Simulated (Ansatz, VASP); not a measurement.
This is a calculation of CsSnI3 for VASP 6.6.1. 

File INCAR:

```
PREC = Accurate
ENCUT = 600
EDIFF = 1E-6
ISMEAR = -1
SIGMA = 0.05
LREAL = F
LASPH = T
NELM = 100
ALGO = Fast
ISIF = 3
LWAVE = F
LCHARG = F
GGA = RP
IBRION = 2
NSW = 60
EDIFFG = -0.005
```

KPOINTS

```
Automatic mesh
0
Gamma
  4 4 4
```

Contents of POSCAR:

```
CsSnI3
1.0
    6.2057000000      0.0000000000      0.0000000000
    0.0000000000      6.2057000000      0.0000000000
    0.0000000000      0.0000000000      6.2057000000
Cs I Sn
1 3 1
Direct
    0.0000000000      0.0000000000      0.0000000000
    0.5000000000      0.5000000000      0.0000000000
    0.5000000000      0.0000000000      0.5000000000
    0.0000000000      0.5000000000      0.5000000000
    0.5000000000      0.5000000000      0.5000000000
```

Potentials or basis: VASP PAW PBE potentials, release 64 (Cs_sv, I, Sn_d).

Command:

```sh
$ cat potpaw_PBE.64/Cs_sv/POTCAR potpaw_PBE.64/I/POTCAR potpaw_PBE.64/Sn_d/POTCAR > POTCAR
$ mpirun -np 1 vasp_std > vasp.out
```

Question: What does the same run look like in Ansatz 0.2.0? Potentials or basis there: Ansatz PAW, cutoff 420 eV.

Answer: As run (cutoffs and basis follow the program's own potentials, and thresholds, step limits or extra output files can differ):

Contents of input.yaml:

```yaml
crystal:
  lattice:
    - [6.2057, 0.0, 0.0]
    - [0.0, 6.2057, 0.0]
    - [0.0, 0.0, 6.2057]
  atoms:
    - { symbol: Cs, position: [0.0, 0.0, 0.0] }
    - { symbol: I, position: [0.5, 0.5, 0.0] }
    - { symbol: I, position: [0.5, 0.0, 0.5] }
    - { symbol: I, position: [0.0, 0.5, 0.5] }
    - { symbol: Sn, position: [0.5, 0.5, 0.5] }
hamiltonian:
  xc: rpbe
  pseudopotentials: { kind: paw }
kpoints:
  mp_grid: { grid: [4, 4, 4] }
scf:
  occupations: { method: fermi_dirac, width: 0.05 }
output:
  forces: true
  stress: true
  eigenvalues: true
relax:
  f_tol: 0.01
  max_steps: 40
  cell: { stress_tol: 0.05 }
```

Potentials or basis: Ansatz PAW.

The run is started by

```bash
$ ansatz run input.yaml --threads 2 --pin off --max-ram 5632MiB --backend cpu --events-out ev --progress --plain --runs-dir out
```

Both were run:

|  | VASP | Ansatz |
| --- | --- | --- |
| Relaxed volume | 53.46 Å³/atom | 53.66 Å³/atom |
| Relaxed cell | a = 6.442 Å, b = 6.442 Å, c = 6.442 Å, α = 90.00°, β = 90.00°, γ = 90.00° | a = 6.450 Å, b = 6.450 Å, c = 6.450 Å, α = 90.00°, β = 90.00°, γ = 90.00° |
| Space group after relaxing | Pm-3m (No. 221) | Pm-3m (No. 221) |
| Pressure after relaxing | 0.0 GPa | 0.0 GPa |

Ansatz's pressure holds a Pulay term of +0.01 GPa for its cutoff of 420 eV, which the other run lacks.

The potentials hold 44 and 74 valence electrons a cell.

VASP's potentials were made for PBE. Ansatz's potentials were made for PBE.

Where Ansatz's input types no cutoff or centring, it takes its own default and a Γ-centred mesh.

Pressure is positive in compression.
